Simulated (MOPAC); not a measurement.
# C4H10O (SMILES CC(C)(C)O): PM7-

What is the vertical ionisation energy of C4H10O at PM7-? 

The calculation is run with MOPAC 23.2.5.

5 further runs of the same task are left out: 1 that didn't finish, 4 set aside as unsound or not needed.

## 1. The structure to begin with

C4H10O has 15 atoms, charge 0, and is taken as a singlet. SMILES: `CC(C)(C)O`. Geometry: optimised at PM7-. This is one conformer, not always the lowest.

Bond lengths: C1–C2 1.533 Å, C2–C3 1.530 Å, C2–C4 1.533 Å, C2–O5 1.420 Å, C1–H6 1.097 Å, C1–H7 1.094 Å, C1–H8 1.094 Å, C3–H9 1.097 Å, C3–H10 1.097 Å, C3–H11 1.092 Å, C4–H12 1.094 Å, C4–H13 1.097 Å, C4–H14 1.094 Å, O5–H15 0.972 Å. Some angles: C1–C2–C3 111.9°, C1–C2–C4 111.3°, C1–C2–O5 108.9°, C3–C2–C4 111.9°, C3–C2–O5 103.6°, C4–C2–O5 108.9°, C2–C1–H6 110.5°, C2–C1–H7 111.8°, C2–C1–H8 111.4°, C2–C3–H9 110.7°.

## 2. Vibrational wavenumbers at PM7-

run.mop reads:

```
THERMO(298,398,100) FORCE PM7- AUX(PRECISION=6) T=10M THREADS=1
C4H10O, PM7-
CC(C)(C)O
C     -1.275511 +1     0.500284 +1     0.507965 +1
C      0.122024 +1     0.183057 +1    -0.036480 +1
C      1.041707 +1    -0.380863 +1     1.048388 +1
C      0.047941 +1    -0.739621 +1    -1.258491 +1
O      0.755481 +1     1.396991 +1    -0.413941 +1
H     -1.215709 +1     1.252706 +1     1.304246 +1
H     -1.934221 +1     0.898077 +1    -0.269243 +1
H     -1.752167 +1    -0.391307 +1     0.925742 +1
H      1.135565 +1     0.325446 +1     1.882945 +1
H      2.053946 +1    -0.538879 +1     0.655296 +1
H      0.669133 +1    -1.330764 +1     1.438468 +1
H     -0.318304 +1    -1.733598 +1    -0.985511 +1
H      1.040929 +1    -0.860454 +1    -1.709200 +1
H     -0.615375 +1    -0.339628 +1    -2.030636 +1
H      0.256691 +1     1.856007 +1    -1.110783 +1
```

Command:

```
$ mopac run.mop
```

run.out:

```text
MOPAC v23.2.5
PM7- CALCULATION RESULTS
[...]
           Empirical Formula: C4 H10 O  =    15 atoms
      MOLECULAR POINT GROUP   :   Cs
[...]
 DIPOLE           X         Y         Z       TOTAL
 POINT-CHG.    -0.950    -0.110     1.641     1.900
 HYBRID        -0.090    -0.393    -0.122     0.421
 SUM           -1.040    -0.503     1.519     1.909
          GRADIENT NORM =   0.02999
[...]
          ZERO POINT ENERGY      76.951 KCAL/MOL
[...]
 FREQUENCY           121.95         C  3 -- H 11         +14.7% (306.9%)      0.0%
[...]
 FREQUENCY           159.48         C  3 -- H 11         +18.0% (262.8%)      0.0%
[...]
 FREQUENCY          2783.91         C  4 -- H 12         +17.1% ( 39.7%)     96.1%
[...]
 FREQUENCY          2784.09         C  3 -- H 11         +17.3% ( 39.9%)     95.9%
[...]
 FREQUENCY          2787.29         C  3 -- H 11         +17.0% ( 39.6%)     95.7%
[...]
 FREQUENCY          2824.89         O  5 -- H 15         +98.1% ( 99.0%)     98.8%
[...]
   TEMP. (K)   PARTITION FUNCTION   H.O.F.    ENTHALPY  HEAT CAPACITY ENTROPY
                                   KCAL/MOL   CAL/MOLE    CAL/K/MOL  CAL/K/MOL
 298.00  VIB.     0.2705D+02                  2769.0277    19.5404    15.8454
         ROT.     0.8710D+05                   888.2803     2.9808    25.5849
         INT.     0.2356D+07                  3657.3080    22.5212    41.4302
         TRA.     0.6169D+27                  1480.4672     4.9680    38.8232
         TOT.                      -74.129    5137.7752    27.4892    80.2534
 298.00  VIB.     0.2705D+02                  2769.0277    19.5404    15.8454
         ROT.     0.8710D+05                   888.2803     2.9808    25.5849
[...]
           FORCE CONSTANT IN CARTESIAN COORDINATES (Millidynes/A)
    ATOM   CHEMICAL       X               Y               Z
   NUMBER   SYMBOL  FORCE CONSTANT  FORCE CONSTANT  FORCE CONSTANT
      1       C        6.671146        6.492542        6.557750
      2       C        7.630919        8.068227        7.644170
      3       C        6.426601        6.813664        6.600525
      4       C        6.453814        6.522336        6.745288
      5       O        1.883695        5.285861        4.790023
      6       H        1.243968        1.305856        2.882865
      7       H        1.289516        3.585386        0.560614
      8       H        1.261477        1.369890        2.795663
      9       H        0.966977        1.720526        2.755214
     10       H        4.107832        0.754288        0.580597
[...]
 * JOB ENDED NORMALLY *
[...]
```

Wall time 0.14 s (1 thread of Arm Neoverse V2, shared host).

## 3. The doublet cation: a single-point energy at PM7-

job.mop reads:

```
pm7- disp charge=1 1scf uhf doublet aux(precision=6) t=10m threads=1
energy of C4H10O

C     -1.275511 +1     0.500284 +1     0.507965 +1
C      0.122024 +1     0.183057 +1    -0.036480 +1
C      1.041707 +1    -0.380863 +1     1.048388 +1
C      0.047941 +1    -0.739621 +1    -1.258491 +1
O      0.755481 +1     1.396991 +1    -0.413941 +1
H     -1.215709 +1     1.252706 +1     1.304246 +1
H     -1.934221 +1     0.898077 +1    -0.269243 +1
H     -1.752167 +1    -0.391307 +1     0.925742 +1
H      1.135565 +1     0.325446 +1     1.882945 +1
H      2.053946 +1    -0.538879 +1     0.655296 +1
H      0.669133 +1    -1.330764 +1     1.438468 +1
H     -0.318304 +1    -1.733598 +1    -0.985511 +1
H      1.040929 +1    -0.860454 +1    -1.709200 +1
H     -0.615375 +1    -0.339628 +1    -2.030636 +1
H      0.256691 +1     1.856007 +1    -1.110783 +1
```

Command:

```
$ mopac job.mop
```

job.out (excerpt; [...] marks lines left out):

```text
MOPAC v23.2.5
PM7- CALCULATION RESULTS
[...]
           Empirical Formula: C4 H10 O  =    15 atoms
      MOLECULAR POINT GROUP   :   Cs
[...]
     SCF FIELD WAS ACHIEVED
[...]
                              SUM =        156.87553 KCAL/MOL = FINAL HEAT OF FORMATION
          TOTAL ENERGY            =       -912.41070 EV
          ELECTRONIC ENERGY       =      -3679.00169 EV
          CORE-CORE REPULSION     =       2766.59099 EV
          COSMO AREA              =        122.99 SQUARE ANGSTROMS
          COSMO VOLUME            =        114.54 CUBIC ANGSTROMS
          IONIZATION POTENTIAL    =         17.574503 EV
          ALPHA SOMO LUMO (EV)    =        -17.575 -5.044
          BETA  SOMO LUMO (EV)    =        -17.631 -9.486
          NO. OF ALPHA ELECTRONS  =         16
          NO. OF BETA  ELECTRONS  =         15
          MOLECULAR WEIGHT        =         74.1224         POINT GROUP:  Cs
[...]
                             CARTESIAN COORDINATES
   1    C       -1.275511000     0.500284000     0.507965000
[...]
              NET ATOMIC CHARGES AND DIPOLE CONTRIBUTIONS
  ATOM NO.   TYPE          CHARGE      No. of ELECS.   s-Pop       p-Pop
    1          C          -0.445926        4.4459     1.07007     3.37586
    2          C           0.167183        3.8328     1.12186     2.71096
    3          C          -0.477632        4.4776     1.06378     3.41385
    4          C          -0.446080        4.4461     1.07006     3.37602
    5          O           0.125445        5.8746     1.88127     3.99328
    6          H           0.193568        0.8064     0.80643
    7          H           0.182573        0.8174     0.81743
    8          H           0.217061        0.7829     0.78294
    9          H           0.191291        0.8087     0.80871
   10          H           0.191305        0.8087     0.80869
   11          H           0.206152        0.7938     0.79385
   12          H           0.217067        0.7829     0.78293
[...]
 DIPOLE           X         Y         Z       TOTAL
 POINT-CHG.    -0.488     1.140    -1.166     1.702
 HYBRID         0.026     0.469    -0.311     0.563
 SUM           -0.462     1.610    -1.476     2.233
[...]
                    (S**2)  =    0.758467
[...]
 * JOB ENDED NORMALLY *
[...]
```

Wall time 0.02 s (1 thread of Arm Neoverse V2, shared host).

## 4. What came out

At PM7-:

| quantity | value |
| --- | --- |
| run 2, PM7-: heat of formation | -74.1 kcal/mol |
| run 2, PM7-: lowest harmonic wavenumber | 122 cm⁻¹ |
| run 2, PM7-: highest harmonic wavenumber | 2825 cm⁻¹ |
| run 2, PM7-: zero-point energy | 322.0 kJ/mol |
| doublet cation: total energy | -33.53047 Eh |
| doublet cation: HOMO energy (over α and β) | -17.57 eV |
| doublet cation: LUMO energy (over α and β) | -9.49 eV |
| doublet cation: heat of formation | 156.9 kcal/mol |
| doublet cation: ⟨S²⟩ | 0.758 |
| vertical ionisation energy (to the doublet cation) | 10.017 eV |

In words: Removing an electron at fixed nuclei costs 10.02 eV (231 kcal/mol). All 39 modes (run 2, PM7-) are real, so the shape is a minimum at this level.
